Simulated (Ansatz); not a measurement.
System: cubic perovskite LaAlO₃ (cubic high-temperature phase). Method: rVV10 in Ansatz (PAW).

Run with plane-wave cutoff 520 eV, 10×10×10 k mesh, Fermi–Dirac smearing 0.01 eV, scalar-relativistic PAW data made under PBE.

Cell (relaxed at this level):

AlLaO₃ is taken in the cubic space group Pm-3m (No. 221), the cubic perovskite structure, Pearson symbol cP5. Cell: a = 3.8269 Å, b = 3.8269 Å, c = 3.8269 Å, α = 90.00°, β = 90.00°, γ = 90.00°. La on 1a is surrounded by 12 O at 2.706 Å (cuboctahedral). Al on 1b is surrounded by 6 O at 1.913 Å (octahedral). O on 3c has 2 Al at 1.913 Å and 4 La at 2.706 Å (octahedral). (Neighbours: up to the widest gap in distance over summed covalent radii, below 1.35, at either atom; cation-cation and far metal-metal contacts left out.)

Q: What does this level give for the bulk modulus B0, band gap, smallest direct gap on the k points sampled and pressure derivative B′ of the bulk modulus?

A: 
- bulk modulus B0 = 194 GPa
- band gap = 3.48 eV
- smallest direct gap on the k points sampled = 3.62 eV
- pressure derivative B′ of the bulk modulus = 4.2

Measured, for comparison: bulk modulus 215 ± 4 GPa (room temperature, not corrected to a static lattice, cubic phase above 14 GPa, extrapolated to zero pressure; as tabulated in Guennou et al. (2011), arXiv:1105.1276). Computed (rounded) less measured: bulk modulus -10 %.

Note: the relaxation could not lower the start's symmetry, so the cell can be a saddle point above a distorted one.

Spin–orbit coupling is not included.

The computed numbers hold no vibrational or temperature effects.

Ansatz is an electronic-structure program.
